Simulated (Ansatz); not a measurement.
# Ti: the cost of one run

Method: DFT PBE, scalar-relativistic, plane waves, PAW, in Ansatz 0.2.0.

57 further runs of the same task are left out: 57 set aside as unsound or not needed.

### 1 The starting structure

The structure is cubic, space group Im-3m (No. 229). Conventional cell: a = 3.256 Å, b = 3.256 Å, c = 3.256 Å, α = 90.00°, β = 90.00°, γ = 90.00°. Around Ti (site symmetry m-3m) lie 8 Ti at 2.82 Å.

Structure file:

```xyz
1
Lattice="-1.6278 1.6278 1.6278 1.6278 -1.6278 1.6278 1.6278 1.6278 -1.6278" Properties=species:S:1:pos:R:3 pbc="T T T"
Ti    0.0000    0.0000    0.0000
```

It is the result of an earlier relaxation at this level (volume 17.25 Å³/atom; gap on the mesh: none (metal)).

### 2 What is varied

The energy is mapped over volume and a fixed ferromagnetic moment.

The axes are (1) volume per atom: 9 values from 14.15 to 20.36 Å³; (2) total spin moment of the cell, held fixed: 11 values from 0.0 to 1.0 μB.

Nothing else is relaxed (shape and fractional coordinates fixed). Points are written as (first, second).

### 3 Point (14.15 Å³, 0.5 μB)

input.yaml

```yaml
crystal:
  lattice:
    - [-1.5235541254, 1.5235541254, 1.5235541254]
    - [1.5235541254, -1.5235541254, 1.5235541254]
    - [1.5235541254, 1.5235541254, -1.5235541254]
  atoms:
    - { symbol: Ti, position: [0.0, 0.0, 0.0], spin: 0.5 }
basis:
  ecutwfc: 520.0
kpoints:
  mp_grid: { grid: [22, 22, 22] }
hamiltonian:
  xc: pbe
scf:
  occupations: { method: gaussian, width: 0.15 }
  lower_state_search: "off"
output:
  forces: true
  stress: true
  eigenvalues: true
  populations: true
magnetization:
  spin_polarized: true
  initial_magnetization: 0.5
  spin_locking: { lock_magnetization: hard }
```

The run is started by

```console
$ ansatz run input.yaml --threads 1 --pin off --max-ram 2048MiB --backend cpu --events-out ev --progress --plain --runs-dir out
```

Q: Estimate wall time and peak memory on 1 thread of AMD EPYC 9R14 (Zen 4), shared host.

About 6.5 s, with a peak of 0.44 GiB.
